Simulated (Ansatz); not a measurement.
# Nb, diamond: how the functional moves the structure

All rows: Ansatz, plane waves with scalar-relativistic PAW, 420 eV (500 eV for the SCAN forms), relaxed under each functional, no dispersion correction, no zero-point motion. B₀ comes from uniform scaling at fixed shape; a dash is a value not given.

| functional | V (Å³/atom) | cell | B₀ (GPa) | magnetic state | ΔE to bcc (meV/atom) |
| --- | --- | --- | --- | --- | --- |
| PBE | 25.78 | a = 5.908 Å | 68 | non-magnetic | 2533 |
| r²SCAN | 25.07 | a = 5.854 Å | - | non-magnetic | 2673 |
| PBEsol | 24.56 | a = 5.813 Å | 77 | spin not included | 2645 |
| LDA | 23.85 | a = 5.757 Å | 83 | spin not included | 2614 |
| revPBE | 26.38 | a = 5.954 Å | 63 | spin not included | 2506 |
| RPBE | 26.58 | a = 5.969 Å | 62 | spin not included | 2494 |
| BLYP | 27.59 | a = 6.044 Å | 58 | spin not included | 2071 |

LDA gives the smallest volume and BLYP the largest.
